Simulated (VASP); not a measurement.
# TiN (Fm-3m) in VASP: relaxation of cell and atoms with PBE

Aim: the relaxation of cell and atoms of TiN with PBE.

Everything below comes from runs of VASP 6.6.1. Logs are shortened: lines on timing, memory, paths and dates and some standing lists are left out, and cuts for length are marked.

## Step 1: The crystal as given

The structure is cubic, space group Fm-3m (No. 225). Conventional cell: a = 4.240 Å, b = 4.240 Å, c = 4.240 Å, α = 90.00°, β = 90.00°, γ = 90.00°. Ti (site symmetry m-3m) has 6 N at 2.12 Å as nearest neighbours. N (site symmetry m-3m) is surrounded by 6 Ti at 2.12 Å.

The cell was built by a generator and needn't be a form met in nature.

## Step 2: Relaxation of cell and atoms, PBE

The input, INCAR:

```
PREC = Accurate ; ENCUT = 600
EDIFF = 1E-6 ; ISMEAR = 1
SIGMA = 0.2 ; LREAL = F
LASPH = T ; NELM = 60
ALGO = Normal ; ISIF = 3
LWAVE = F ; LCHARG = F
GGA = PE ; IBRION = 2
NSW = 40 ; EDIFFG = -0.01
KPAR = 4
```

The input, KPOINTS:

```
regular mesh
0
Gamma
  16 16 16
```

The input, POSCAR:

```
TiN
1.0
    0.0000000000      2.1200000000      2.1200000000
    2.1200000000      0.0000000000      2.1200000000
    2.1200000000      2.1200000000      0.0000000000
Ti N
1 1
Direct
    0.0000000000      0.0000000000      0.0000000000
    0.5000000000      0.5000000000      0.5000000000
```

Potentials or basis: VASP PAW PBE potentials, release 64 (Ti_sv, N).

On the command line:

```sh
> cat potpaw_PBE.64/Ti_sv/POTCAR potpaw_PBE.64/N/POTCAR > POTCAR
> mpirun -np 4 vasp_std > vasp.out
```

OUTCAR:

```text
PREC = Accurate
   ENCUT = 600
   EDIFF = 1E-6
   ISMEAR = 1
   LREAL = F
   LASPH = T
   NELM = 60
   ISIF = 3
   GGA = PE
   IBRION = 2
   NSW = 40
   EDIFFG = -0.01

 ion  position               nearest neighbor table
   1  0.000  0.000  0.000-   2 2.12   2 2.12   2 2.12   2 2.12   2 2.12   2 2.12
   2  0.500  0.500  0.500-   1 2.12   1 2.12   1 2.12   1 2.12   1 2.12   1 2.12

  LATTYP: Found a face centered cubic cell.
 ALAT       =     4.2400000000

  Lattice vectors:

 A1 = (   0.0000000000,   2.1200000000,   2.1200000000)
 A2 = (   2.1200000000,   0.0000000000,   2.1200000000)
 A3 = (   2.1200000000,   2.1200000000,   0.0000000000)

Analysis of symmetry for initial positions (statically):
=====================================================================
 Subroutine PRICEL returns:
 Original cell was already a primitive cell.

 Routine SETGRP: Setting up the symmetry group for a
 face centered cubic supercell.

 Subroutine GETGRP returns: Found 48 space group operations
 (whereof 48 operations were pure point group operations)
 out of a pool of 48 trial point group operations.

The static configuration has the point symmetry O_h .

Analysis of symmetry for dynamics (positions and initial velocities):
=====================================================================
 Subroutine PRICEL returns:
 Original cell was already a primitive cell.

 Routine SETGRP: Setting up the symmetry group for a
 face centered cubic supercell.

 Subroutine GETGRP returns: Found 48 space group operations
 (whereof 48 operations were pure point group operations)
 out of a pool of 48 trial point group operations.

The dynamic configuration has the point symmetry O_h .

 Subroutine INISYM returns: Found 48 space group operations
 (whereof 48 operations are pure point group operations),
 and found     1 'primitive' translations

----------------------------------------------------------------------------------------

                                     Primitive cell

  volume of cell :      19.0563

  direct lattice vectors                    reciprocal lattice vectors
     0.000000000  2.120000000  2.120000000    -0.235849057  0.235849057  0.235849057
     2.120000000  0.000000000  2.120000000     0.235849057 -0.235849057  0.235849057
     2.120000000  2.120000000  0.000000000     0.235849057  0.235849057 -0.235849057

  length of vectors
     2.998132752  2.998132752  2.998132752     0.408502549  0.408502549  0.408502549

  position of ions in fractional coordinates (direct lattice)
     0.000000000  0.000000000  0.000000000
     0.500000000  0.500000000  0.500000000

  ion indices of the primitive-cell ions
   primitive index   ion index
                 1           1
                 2           2

----------------------------------------------------------------------------------------

 KPOINTS: regular mesh

Automatic generation of k-mesh.
 Grid dimensions read from file:
 generate k-points for:   16   16   16

 Generating k-lattice:

  Cartesian coordinates                     Fractional coordinates (reciprocal lattice)
    -0.014740566  0.014740566  0.014740566     0.062500000  0.000000000  0.000000000
     0.014740566 -0.014740566  0.014740566     0.000000000  0.062500000  0.000000000
     0.014740566  0.014740566 -0.014740566     0.000000000  0.000000000  0.062500000

  Length of vectors
     0.025531409  0.025531409  0.025531409

  Shift w.r.t. Gamma in fractional coordinates (k-lattice)
     0.000000000  0.000000000  0.000000000

 Subroutine IBZKPT returns following result:
 ===========================================

 Found    145 irreducible k-points:

 Following reciprocal coordinates:
            Coordinates               Weight
  0.000000  0.000000  0.000000      1.000000
  0.062500  0.000000  0.000000      8.000000
  0.125000  0.000000  0.000000      8.000000
  0.187500  0.000000  0.000000      8.000000
  0.250000  0.000000  0.000000      8.000000
  0.312500  0.000000  0.000000      8.000000
[... 16 lines left out ...]
 -0.125000  0.062500  0.000000     24.000000
 -0.062500  0.062500  0.000000     12.000000
 [... further k-points ...]
   k-points           NKPTS =    145   k-points in BZ     NKDIM =    145   number of bands    NBANDS=     12
   number of dos      NEDOS =    301   number of ions     NIONS =      2
   total plane-waves  NPLWV =  13824
   dimension x,y,z NGX =    24 NGY =   24 NGZ =   24
   dimension x,y,z NGXF=    48 NGYF=   48 NGZF=   48
   ions per type =               1   1
   NGX,Y,Z   is equivalent  to a cutoff of  13.31, 13.31, 13.31 a.u.
   NGXF,Y,Z  is equivalent  to a cutoff of  26.62, 26.62, 26.62 a.u.
 SYSTEM =  unknown system
   PREC   = accura    normal or accurate (medium, high low for compatibility)
   ISTART =      0    job   : 0-new  1-cont  2-samecut
   ICHARG =      2    charge: 1-file 2-atom 10-const
   ISPIN  =      1    spin polarized calculation?
   LNONCOLLINEAR =      F non collinear calculations
   LSORBIT =      F    spin-orbit coupling
   LASPH  =      T    aspherical Exc in radial PAW
   ENCUT  =  600.0 eV  44.10 Ry    6.64 a.u.   5.99  5.99  5.99*2*pi/ulx,y,z
   NELM   =     60;   NELMIN=  2; NELMDL= -5     # of ELM steps
   EDIFF  = 0.1E-05   stopping-criterion for ELM
   LREAL  =      F    real-space projection
   EDIFFG = -.1E-01   stopping-criterion for IOM
   NSW    =     40    number of steps for IOM
   IBRION =      2    ionic relax: 0-MD 1-quasi-New 2-CG
   NFREE  =      1    steps in history (QN), initial steepest desc. (CG)
   ISIF   =      3    stress and relaxation
   ISYM   =      2    0-nonsym 1-usesym 2-fastsym
   POTIM  = 0.5000    time-step for ionic-motion
   TEBEG  =    0.0;   TEEND  =   0.0 temperature during run
   PSTRESS=    0.0 pullay stress
   NELECT =      17.0000    total number of electrons
   NUPDOWN=      -1.0000    fix difference up-down
   EMIN   =  10.00;   EMAX   =-10.00  energy-range for DOS
   EFERMI =   0.00;   METHOD = LEGACY
   ISMEAR =     1;   SIGMA  =   0.20  broadening in eV -4-tet -1-fermi 0-gaus
   EFERMI_NEDOS =   21; number of points for ismear=-14 and -15
   IALGO  =     38    algorithm
   IMIX   =      4    mixing-type and parameters
     AMIX     =   0.40;   BMIX     =  1.00
     AMIX_MAG =   1.60;   BMIX_MAG =  1.00
  volume/ion in A,a.u.               =       9.53        64.30
  Fermi-wavevector in a.u.,A,eV,Ry     =   1.575960  2.978133 33.792122  2.483651
  Thomas-Fermi vector in A             =   2.676865
   LORBIT       =      0    0 simple, 1 ext, 2 COOP (PROOUT), +10 PAW based schemes
   GGA     = PE    functional components
   LHFCALC =     F    Hartree Fock is set to
   AEXX    =    0.0000 exact exchange contribution
   IVDW    =     0    specifies the selected vdW correction
   LEPSILON=     F    determine dielectric tensor
   LRPA    =     F    only Hartree local field effects (RPA)
 conjugate gradient relaxation of ions
 non-spin polarized calculation
 Methfessel and Paxton  Order N= 1 SIGMA  =   0.20
  energy-cutoff  :      600.00
  volume of cell :       19.06
 maximum number of plane-waves:       652
   NGX = 11   NGY = 11   NGZ = 11

--------------------------------------- Ionic step        1  -------------------------------------------

 number of electron      17.0000002 magnetization

 Free energy of the ion-electron system (eV)
  ---------------------------------------------------
  ext. energy  EPLUGINS =         0.00000000
  ---------------------------------------------------
  free energy    TOTEN  =       -19.63804418 eV

  energy without entropy =      -19.63730102  energy(sigma->0) =      -19.63779646

------------------------ aborting loop because EDIFF is reached ----------------------------------------

  FORCE on cell =-STRESS in cart. coord.  units (eV):
  Direction    XX          YY          ZZ          XY          YZ          ZX
  --------------------------------------------------------------------------------------
  -------------------------------------------------------------------------------------
  Total        0.1963021      0.1963021      0.1963021      0.0000000     -0.0000000      0.0000000
  in kB       16.5043297     16.5043297     16.5043297      0.0000000     -0.0000000      0.0000000
  external PRESSURE =      16.5043297 kB  Pullay stress =       0.0000000 kB

 VOLUME and BASIS-vectors are now :
 -----------------------------------------------------------------------------
  energy-cutoff  :      600.00
  volume of cell :       19.06
      direct lattice vectors                 reciprocal lattice vectors
     0.000000000  2.120000000  2.120000000    -0.235849057  0.235849057  0.235849057
     2.120000000  0.000000000  2.120000000     0.235849057 -0.235849057  0.235849057
     2.120000000  2.120000000  0.000000000     0.235849057  0.235849057 -0.235849057
[... 37 lines left out ...]
 POSITION                                       TOTAL-FORCE (eV/Angst)
 -----------------------------------------------------------------------------------
      0.00000      0.00000      0.00000         0.000000     -0.000000      0.000000
      2.13004      2.13004      2.13004        -0.000000      0.000000     -0.000000
 -----------------------------------------------------------------------------------
    total drift:                                0.000000     -0.000000     -0.000000

  FREE ENERGIE OF THE ION-ELECTRON SYSTEM (eV)
  ---------------------------------------------------
  free  energy   TOTEN  =       -19.6375472935 eV

  energy  without entropy=      -19.6368793335  energy(sigma->0) =      -19.63732464

--------------------------------------- Ionic step        3  -------------------------------------------

 number of electron      17.0000002 magnetization

 Free energy of the ion-electron system (eV)
  ---------------------------------------------------
  ext. energy  EPLUGINS =         0.00000000
  ---------------------------------------------------
  free energy    TOTEN  =       -19.63864085 eV

  energy without entropy =      -19.63793010  energy(sigma->0) =      -19.63840393

 E-fermi :  11.3842     XC(G=0): -12.9937

 val. band max:       11.3640335789   @ k =  -0.3750   0.4375   0.1875
 cond. band min:      11.3926708846   @ k =   0.4375   0.1875   0.0625
 fundamental gap:      0.0286373058
 Fermi energy:        11.3842276928

 k-point     1 :       0.0000    0.0000    0.0000
  band No.  band energies     occupation
      1     -46.4953      2.00000
      2     -22.4788      2.00000
      3     -22.4788      2.00000
      4     -22.4788      2.00000
      5      -5.6877      2.00000
      6       9.3474      2.00000
      7       9.3474      2.00000
      8       9.3474      2.00000
      9      10.7727      2.00013
     10      10.7727      2.00013
     11      10.7727      2.00013
     12      11.9554     -0.00041

 k-point     2 :       0.0625    0.0000    0.0000
  band No.  band energies     occupation
      1     -46.4917      2.00000
      2     -22.5041      2.00000
      3     -22.4810      2.00000
      4     -22.4810      2.00000
      5      -5.6121      2.00000
      6       8.9015      2.00000
      7       9.0164      2.00000
      8       9.0164      2.00000
      9      10.8878      2.00250
     10      10.8878      2.00250
     11      11.0012      2.02083
     12      12.2979     -0.00000
[... 316 lines left out ...]
 k-point    24 :      -0.0625    0.0625    0.0000
  band No.  band energies     occupation
      1     -46.4859      2.00000
      2     -22.5391      2.00000
      3     -22.4944      2.00000
      4     -22.4799      2.00000
      5      -5.4899      2.00000
      6       8.2817      2.00000
      7       8.5115      2.00000
      8       8.8228      2.00000
      9      10.8885      2.00255
     10      11.1735      2.05964
     11      11.2843      1.73970
     12      12.3868     -0.00000

 [... further k-points ...]

------------------------ aborting loop because EDIFF is reached ----------------------------------------

  FORCE on cell =-STRESS in cart. coord.  units (eV):
  Direction    XX          YY          ZZ          XY          YZ          ZX
  --------------------------------------------------------------------------------------
  -------------------------------------------------------------------------------------
  Total       -0.0153882     -0.0153882     -0.0153882      0.0000000      0.0000000      0.0000000
  in kB       -1.2860472     -1.2860472     -1.2860472      0.0000000      0.0000000      0.0000000
  external PRESSURE =      -1.2860472 kB  Pullay stress =       0.0000000 kB

 VOLUME and BASIS-vectors are now :
 -----------------------------------------------------------------------------
  energy-cutoff  :      600.00
  volume of cell :       19.17
      direct lattice vectors                 reciprocal lattice vectors
     0.000000000  2.124240020  2.124240020    -0.235378298  0.235378298  0.235378298
     2.124240020 -0.000000000  2.124240020     0.235378298 -0.235378298  0.235378298
     2.124240020  2.124240020 -0.000000000     0.235378298  0.235378298 -0.235378298

 POSITION                                       TOTAL-FORCE (eV/Angst)
 -----------------------------------------------------------------------------------
      0.00000      0.00000      0.00000        -0.000000      0.000000      0.000000
      2.12424      2.12424      2.12424         0.000000     -0.000000     -0.000000
 -----------------------------------------------------------------------------------
    total drift:                                0.000000     -0.000000     -0.000000

  FREE ENERGIE OF THE ION-ELECTRON SYSTEM (eV)
  ---------------------------------------------------
  free  energy   TOTEN  =       -19.6386408486 eV

  energy  without entropy=      -19.6379300975  energy(sigma->0) =      -19.63840393

 reached required accuracy - stopping structural energy minimisation
```

It took 26 s on 4 MPI ranks of AMD EPYC 7R13 (Zen 3), shared host; peak memory 0.15 GiB.

Results:

```yaml
Free_energy: -19.6386 eV
Relaxed_volume: 9.59 Å³/atom
Relaxed_cell: a = 3.004 Å, b = 3.004 Å, c = 3.004 Å, α = 60.00°, β = 60.00°, γ = 60.00°
Space_group_after_relaxing_to_0.05_Å: Fm-3m (No. 225)
Energy_gained_by_relaxing: 0.3 meV/atom
Ionic_steps: 3
Pressure_after_relaxing: -0.1 GPa
Band_gap_on_the_k_mesh: none (metal or under the smearing width)
```

The path:
```tsv
step	energy change (eV)	largest force (eV/Å)	pressure (GPa)	volume (Å³)
1	0.0000	0.0000	1.65	19.06
2	0.0005	0.0000	-2.18	19.33
3	-0.0006	0.0000	-0.13	19.17
```

Final structure:
```
CELL_PARAMETERS angstrom
0.00000 2.12424 2.12424
2.12424 0.00000 2.12424
2.12424 2.12424 0.00000
ATOMIC_POSITIONS crystal
Ti 0.00000 0.00000 0.00000
N 0.50000 0.50000 0.50000
```
